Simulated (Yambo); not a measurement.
# MgS (Niningerite) (Fm-3m) in Yambo: convergence with bands in self energy

Aim: find how far bands in self energy must go before the results for MgS (Niningerite) settle, at LDA. This setting moves, with any that are tied to it; all else stays.

Everything below comes from runs of Yambo 5.3.0. Logs are shortened: lines on timing, memory, paths and dates and some standing lists are left out, and cuts for length are marked.

## (1) Starting point

The structure is cubic, space group Fm-3m (No. 225). The conventional cell has a = 5.203 Å, b = 5.203 Å, c = 5.203 Å, α = 90.00°, β = 90.00°, γ = 90.00°. Around S (site symmetry m-3m) lie 6 Mg at 2.60 Å. Mg (site symmetry m-3m) is surrounded by 6 S at 2.60 Å.

## (2) With bands in self energy 28

File g0w03.in:

```
gw0
dyson
el_el_corr
rim_cut
HF_and_locXC
ppa
em1d
RandQpts= 1000000
RandGvec= 50 RL
EXXRLvcs= 84 Ry
VXCRLvcs= 84 Ry
Chimod= "HARTREE"
% BndsRnXp
 1 | 158 |
%
NGsBlkXp= 6 Ry
% LongDrXp
 1 | 1 | 1 |
%
PPAPntXp= 27.21138 eV
% GbndRnge
 1 | 28 |
%
GTermKind= "none"
DysSolver= "n"
ExtendOut
% QPkrange
 1 | 1 | 8 | 9 |
 13 | 13 | 8 | 9 |
%
```

File scf.in:

```
&CONTROL
  calculation = 'scf'
  prefix = 'pwscf'
  outdir = './tmp'
  pseudo_dir = './pseudo'
/
&SYSTEM
  ibrav = 0
  A = 3.67928871
  nat = 2
  ntyp = 2
  ecutwfc = 84
  nbnd = 14
  occupations = 'smearing'
  smearing = 'fd'
  degauss = 0.00367493
  force_symmorphic = .true.
/
&ELECTRONS
  conv_thr = 4d-10
  electron_maxstep = 120
  mixing_beta = 0.5
/
ATOMIC_SPECIES
S     32.0600 S.upf
Mg    24.3050 Mg.upf
CELL_PARAMETERS alat
   0.0000000000    0.7071067821    0.7071067821
   0.7071067821    0.0000000000    0.7071067821
   0.7071067821    0.7071067821    0.0000000000
ATOMIC_POSITIONS alat
S      0.7071067821    0.7071067821    0.7071067821
Mg     0.0000000000    0.0000000000    0.0000000000
K_POINTS automatic
10 10 10 0 0 0
```

File nscf.in:

```
&CONTROL
  calculation = 'nscf'
  prefix = 'pwscf'
  outdir = './tmp'
  pseudo_dir = './pseudo'
/
&SYSTEM
  ibrav = 0
  A = 3.67928871
  nat = 2
  ntyp = 2
  ecutwfc = 84
  nbnd = 158
  occupations = 'fixed'
  force_symmorphic = .true.
/
&ELECTRONS
  conv_thr = 1d-08
  diago_full_acc = .true.
  diago_thr_init = 1d-06
/
ATOMIC_SPECIES
S     32.0600 S.upf
Mg    24.3050 Mg.upf
CELL_PARAMETERS alat
   0.0000000000    0.7071067821    0.7071067821
   0.7071067821    0.0000000000    0.7071067821
   0.7071067821    0.7071067821    0.0000000000
ATOMIC_POSITIONS alat
S      0.7071067821    0.7071067821    0.7071067821
Mg     0.0000000000    0.0000000000    0.0000000000
K_POINTS automatic
6 6 6 0 0 0
```

Potentials or basis: PseudoDojo 0.4.1 SR LDA standard.

On the command line:

```sh
> OMP_NUM_THREADS=1 pw.x -in scf.in > scf.out
> OMP_NUM_THREADS=1 pw.x -in nscf.in > nscf.out
> cd tmp/pwscf.save; p2y; mv SAVE ../..; cd ../..
> OMP_NUM_THREADS=1 yambo
> mkdir -p g0w03; ln -s $PWD/g0w00/ndb.pp* g0w03/
> mkdir -p g0w03; ln -s $PWD/g0w00/ndb.RIM g0w03/
> OMP_NUM_THREADS=1 yambo -F g0w03.in -J g0w03 -C g0w03_out
```

The run converged. Its results:

* Band gap on the k mesh, mean-field level: 2.56 eV, indirect (least direct gap 3.48 eV)
* Quasiparticle gap: 4.20 eV
* Least direct quasiparticle gap: 5.08 eV
* Quasiparticle gap at Γ: 5.08 eV
* Band gap of the same states before the correction: 2.56 eV

## (3) With bands in self energy 48

File g0w04.in:

```
gw0
dyson
el_el_corr
rim_cut
HF_and_locXC
ppa
em1d
RandQpts= 1000000
RandGvec= 50 RL
EXXRLvcs= 84 Ry
VXCRLvcs= 84 Ry
Chimod= "HARTREE"
% BndsRnXp
 1 | 158 |
%
NGsBlkXp= 6 Ry
% LongDrXp
 1 | 1 | 1 |
%
PPAPntXp= 27.21138 eV
% GbndRnge
 1 | 48 |
%
GTermKind= "none"
DysSolver= "n"
ExtendOut
% QPkrange
 1 | 1 | 8 | 9 |
 13 | 13 | 8 | 9 |
%
```

scf.in is that of step 2.

nscf.in is that of step 2.

Potentials or basis: PseudoDojo 0.4.1 SR LDA standard.

On the command line:

```sh
> OMP_NUM_THREADS=1 pw.x -in scf.in > scf.out
> OMP_NUM_THREADS=1 pw.x -in nscf.in > nscf.out
> cd tmp/pwscf.save; p2y; mv SAVE ../..; cd ../..
> OMP_NUM_THREADS=1 yambo
> mkdir -p g0w04; ln -s $PWD/g0w00/ndb.pp* g0w04/
> mkdir -p g0w04; ln -s $PWD/g0w00/ndb.RIM g0w04/
> OMP_NUM_THREADS=1 yambo -F g0w04.in -J g0w04 -C g0w04_out
```

It converged, with:

```yaml
Band_gap_on_the_k_mesh_mean-field_level: 2.56 eV, indirect (least direct gap 3.48 eV)
Quasiparticle_gap: 4.22 eV
Least_direct_quasiparticle_gap: 5.09 eV
Quasiparticle_gap_at_Γ: 5.09 eV
Band_gap_of_the_same_states_before_the_correction: 2.56 eV
```

## (4) With bands in self energy 88

File g0w05.in:

```
gw0
dyson
el_el_corr
rim_cut
HF_and_locXC
ppa
em1d
RandQpts= 1000000
RandGvec= 50 RL
EXXRLvcs= 84 Ry
VXCRLvcs= 84 Ry
Chimod= "HARTREE"
% BndsRnXp
 1 | 158 |
%
NGsBlkXp= 6 Ry
% LongDrXp
 1 | 1 | 1 |
%
PPAPntXp= 27.21138 eV
% GbndRnge
 1 | 88 |
%
GTermKind= "none"
DysSolver= "n"
ExtendOut
% QPkrange
 1 | 1 | 8 | 9 |
 13 | 13 | 8 | 9 |
%
```

scf.in is that of step 3.

nscf.in is that of step 3.

On the command line:

```sh
> OMP_NUM_THREADS=1 pw.x -in scf.in > scf.out
> OMP_NUM_THREADS=1 pw.x -in nscf.in > nscf.out
> cd tmp/pwscf.save; p2y; mv SAVE ../..; cd ../..
> OMP_NUM_THREADS=1 yambo
> mkdir -p g0w05; ln -s $PWD/g0w00/ndb.pp* g0w05/
> mkdir -p g0w05; ln -s $PWD/g0w00/ndb.RIM g0w05/
> OMP_NUM_THREADS=1 yambo -F g0w05.in -J g0w05 -C g0w05_out
```

Results (log left out):

```yaml
Band_gap_on_the_k_mesh_mean-field_level: 2.56 eV, indirect (least direct gap 3.48 eV)
Quasiparticle_gap: 4.24 eV
Least_direct_quasiparticle_gap: 5.11 eV
Quasiparticle_gap_at_Γ: 5.11 eV
Band_gap_of_the_same_states_before_the_correction: 2.56 eV
```

## (5) With bands in self energy 158

File g0w01.in:

```
gw0
dyson
el_el_corr
rim_cut
HF_and_locXC
ppa
em1d
RandQpts= 1000000
RandGvec= 50 RL
EXXRLvcs= 84 Ry
VXCRLvcs= 84 Ry
Chimod= "HARTREE"
% BndsRnXp
 1 | 158 |
%
NGsBlkXp= 6 Ry
% LongDrXp
 1 | 1 | 1 |
%
PPAPntXp= 27.21138 eV
% GbndRnge
 1 | 158 |
%
GTermKind= "none"
DysSolver= "n"
ExtendOut
% QPkrange
 1 | 1 | 8 | 9 |
 13 | 13 | 8 | 9 |
%
```

scf.in is that of step 4.

nscf.in is that of step 4.

Potentials or basis: PseudoDojo 0.4.1 SR LDA standard.

On the command line:

```sh
> OMP_NUM_THREADS=1 pw.x -in scf.in > scf.out
> OMP_NUM_THREADS=1 pw.x -in nscf.in > nscf.out
> cd tmp/pwscf.save; p2y; mv SAVE ../..; cd ../..
> OMP_NUM_THREADS=1 yambo
> mkdir -p g0w01; ln -s $PWD/g0w00/ndb.pp* g0w01/
> mkdir -p g0w01; ln -s $PWD/g0w00/ndb.RIM g0w01/
> OMP_NUM_THREADS=1 yambo -F g0w01.in -J g0w01 -C g0w01_out
```

Yambo's report:

```text
[... sections 02.01 to 02.04 as in the set-up run ...]

  [02.05] Energies & Occupations
  ==============================

  [X] === General ===
  [X] Electronic Temperature                        :  0.000000  0.000000 [eV K]
  [X] Bosonic    Temperature                        :  0.000000  0.000000 [eV K]
  [X] Finite Temperature mode                       : no
  [X] El. density                                   :  0.45430E+24 [cm-3]
  [X] Fermi Level                                   :  6.168258 [eV]

  [X] === Gaps and Widths ===
  [X] Conduction Band Min                           :  2.562236 [eV]
  [X] Valence Band Max                              :  0.000000 [eV]
  [X] Filled Bands                                  :   8
  [X] Empty Bands                                   :    9  158
  [X] Direct Gap                                    :  3.478318 [eV]
  [X] Direct Gap localized at k                     :  1
  [X] Indirect Gap                                  :  2.562236 [eV]
  [X] Indirect Gap between kpts                     :   1  13
  [X] Last valence band width                       :  2.259292 [eV]
  [X] 1st conduction band width                     :  3.223930 [eV]

 [03] Transferred momenta grid and indexing
 ==========================================

 IBZ Q-points                                      :  16
 BZ  Q-points                                      :  216

 K/Q-points units:
 rlu = crystal or reduced units; cc = cartesian coordinates; iku = interal k-units

 Q [ 1]         [rlu]:  0.000000  0.000000  0.000000
 Q [ 2]         [rlu]: -0.19784E-17 -0.19784E-17  0.16667
 Q [ 3]         [rlu]: -0.75617E-17 -0.75617E-17  0.33333
 Q [ 4]         [rlu]:  0.65212E-17  0.65212E-17 -0.50000
 Q [ 5]         [rlu]: -0.21766E-17  0.16667      0.16667
 Q [ 6]         [rlu]:  0.10405E-17  0.16667      0.33333
 Q [ 7]         [rlu]:  0.73272E-16  0.16667      0.50000
 Q [ 8]         [rlu]:  0.65212E-17  0.16667     -0.33333
 Q [ 9]         [rlu]:  0.75617E-17  0.16667     -0.16667
 Q [10]         [rlu]: -0.43532E-17  0.33333      0.33333
 Q [11]         [rlu]:  0.10405E-17  0.33333      0.50000
 Q [12]         [rlu]:  0.15123E-16  0.33333     -0.33333
 Q [13]         [rlu]:  0.65299E-17 -0.50000     -0.50000
 Q [14]         [rlu]:  0.166667  0.333333  0.500000
 Q [15]         [rlu]:  0.166667  0.333333 -0.333333
 Q [16]         [rlu]:  0.166667 -0.500000 -0.333333

 [04] Coloumb potential Random Integration (RIM)
 ===============================================

 Summary of Coulomb integrals for non-metallic bands |Q|[au] RIM/Bare

 Q [1] 0.100000E-4 0.995988 * Q [2] 0.184464 1.065884
 Q [5] 0.213001 1.064810 * Q [9] 0.301228 1.027704
 Q [6] 0.353222 1.020409 * Q [3] 0.368928 1.017918
 Q [10] 0.426001 1.014680 * Q [8] 0.464224 1.012308
 Q [14] 0.476284 1.011663 * Q [7] 0.521743 1.009814
 Q [11] 0.553392 1.009050 * Q [4] 0.553392 1.009072
 Q [12] 0.602457 1.007954 * Q [15] 0.630064 1.007448
 Q [13] 0.639002 1.007324 * Q [16] 0.673567 1.006694

 [05] Dipoles
 ============

  [05.01] Setup: observables and procedures
  =========================================

  [WF-Oscillators/G space/Transverse up loader] Normalization (few states)  min/max  :  0.15181E-16   1.0000
[... 47 lines left out ...]
  Exchange summation bands                         :   8
  RIM RL components                                :   51
  RIM random points                                :  1000000

 [xc] E_xc :  -9.982508 [Ha]
      E_xc :  -19.96502 [Ry]

  Local XC kind (lXC) : Slater exchange(X)+Perdew & Wang(C)
  Non-Local XC kind (nlXC) : Hartree-Fock

  Corrections @ K [1] :  [eV]
 <8|nlXC|8> = -16.28421 -0.30614E-17 <8|lXC|8> = -13.27560  0.000000
 <9|nlXC|9> = -6.694368  0.19413E-18 <9|lXC|9> = -11.36239  0.000000

  Corrections @ K [13] :  [eV]
 <8|nlXC|8> = -15.98949  0.73314E-17 <8|lXC|8> = -12.45527  0.000000
 <9|nlXC|9> = -6.370879  0.62983E-18 <9|lXC|9> = -10.86005 -0.94408E-16

 [08] Dyson equation: Newton solver
 ==================================

  [08.01] G0W0 (W PPA)
  ====================

  [  GW  ] Bands range     :    1  158
  [GW/PPA] G damping       :  0.100000 [eV]

  QP @ state[ 1 ] K range:  1  1
  QP @ state[ 1 ] b range:   8   9
  QP @ state[ 2 ] K range:  13  13
  QP @ state[ 2 ] b range:   8   9
[... 51 lines left out ...]
   :: Time ordering fails/rest    :  0.503557
   :: Mean rel dev of PP cond     :  0.367824
   Current Q-pt index             :  14
   :: PP condition fails/total    :  0.314793
   :: Time ordering fails/rest    :  0.493610
   :: Mean rel dev of PP cond     :  0.314814
   Current Q-pt index             :  15
   :: PP condition fails/total    :  0.333728
   :: Time ordering fails/rest    :  0.509769
   :: Mean rel dev of PP cond     :  0.333757
   Current Q-pt index             :  16
   :: PP condition fails/total    :  0.346509
   :: Time ordering fails/rest    :  0.508149
   :: Mean rel dev of PP cond     :  0.346531

  [08.02] QP properties and I/O
  =============================

  Legend (energies in eV)
  - B  : Band       - Eo  : bare energy
  - E  : QP energy  - Z   : Renormalization factor
  - So : Sc(Eo)     - S   : Sc(E)
  - dSp: Sc derivative precision

  - lXC: Local XC (Slater exchange(X)+Perdew & Wang(C))
  -nlXC: non-Local XC (Hartree-Fock)

  QP [eV] @ K [1] (iku):  0.000000  0.000000  0.000000
   B=8 Eo=  0.00 E= -1.01 E-Eo= -1.01 Re(Z)=0.79 Im(Z)=-0.140123E-2 nlXC= -16.2842 lXC= -13.2756 So=  1.72173
   B=9 Eo=  3.48 E=  4.10 E-Eo=  0.62 Re(Z)=0.81 Im(Z)=-0.125079E-2 nlXC= -6.69437 lXC= -11.3624 So= -3.90436

  QP [eV] @ K [13] (iku): -0.500000  0.000000  0.000000
   B=8 Eo= -1.70 E= -2.79 E-Eo= -1.08 Re(Z)=0.78 Im(Z)=-0.145291E-2 nlXC= -15.9895 lXC= -12.4553 So=  2.14817
   B=9 Eo=  2.56 E=  3.24 E-Eo=  0.68 Re(Z)=0.82 Im(Z)=-0.123261E-2 nlXC= -6.37088 lXC= -10.8601 So= -3.66287

  [WR./g0w01//ndb.QP]-------------------------------------------------------------
   Lattice constants                                :  4.916406  4.916406  4.916406
   Coulomb cutoff potential                         : none
   Electronic Temperature                           :  0.000000 [K]
   Bosonic    Temperature                           :  0.000000 [K]
   Green`s function   energies                      : Slater exchange(X)+Perdew & Wang(C)
   wavefunctions                                    : Slater exchange(X)+Perdew & Wang(C)
   PPA    diel. fun.  energies                      : Slater exchange(X)+Perdew & Wang(C)
   wavefunctions                                    : Slater exchange(X)+Perdew & Wang(C)
   QP tot states                                    :   4
   GW solver                                        : Newton
   GW approximation                                 : PPA
   PPA imaginary Energy                             :  27.21138 ev
   RIM G`s                                          :   51
   RIM random pts                                   :  1000000
   dS/dw steps                                      :  2
   dS/dw step                                       :  0.100000 ev
   X G`s                                            :   65 used
   X G`s                                            :   65 disk
   X bands                                          :    1  158
   X poles                                          :  100.0000 o/o
   X e/h E range                                    : -1.000000 -1.000000 ev
   X Hxc Kernel                                     : HARTREE
   X BZ energy Double Grid                          : no
   X Optical Averaged directions                    : none
   Sc/G bands                                       :    1  158
   Sc/G damping                                     :  0.100000 ev
   Sc bands terminator                              : no
   Sx RL components                                 :  3143

   QP @ state[ 1 ] K range                          :  1  1
   QP @ state[ 1 ] b range                          :   8   9
   QP @ state[ 2 ] K range                          :  13  13
   QP @ state[ 2 ] b range                          :   8   9
   GF energies kind                                 : Slater exchange(X)+Perdew & Wang(C)
   GF WF`s kind                                     : Slater exchange(X)+Perdew & Wang(C)
   Xs energies kind                                 : Slater exchange(X)+Perdew & Wang(C)
   Xs WF`s kind                                     : Slater exchange(X)+Perdew & Wang(C)
```

What came out:

* Band gap on the k mesh, mean-field level: 2.56 eV, indirect (least direct gap 3.48 eV)
* Quasiparticle gap: 4.25 eV
* Least direct quasiparticle gap: 5.11 eV
* Quasiparticle gap at Γ: 5.11 eV
* Band gap of the same states before the correction: 2.56 eV

## (6) Result

| bands in self energy | quasiparticle gap at the points computed (eV) |
| --- | --- |
| 28 | 4.195 |
| 48 | 4.225 |
| 88 | 4.244 |
| 158 | 4.253 |

Against the tightest run, the quasiparticle gap at the points computed stays within 0.05 eV from 48 on. The tightest run that finished is the yardstick and may itself not be fully converged.

Caveats: this version prints the column dSc/dw multiplied by 27.2.
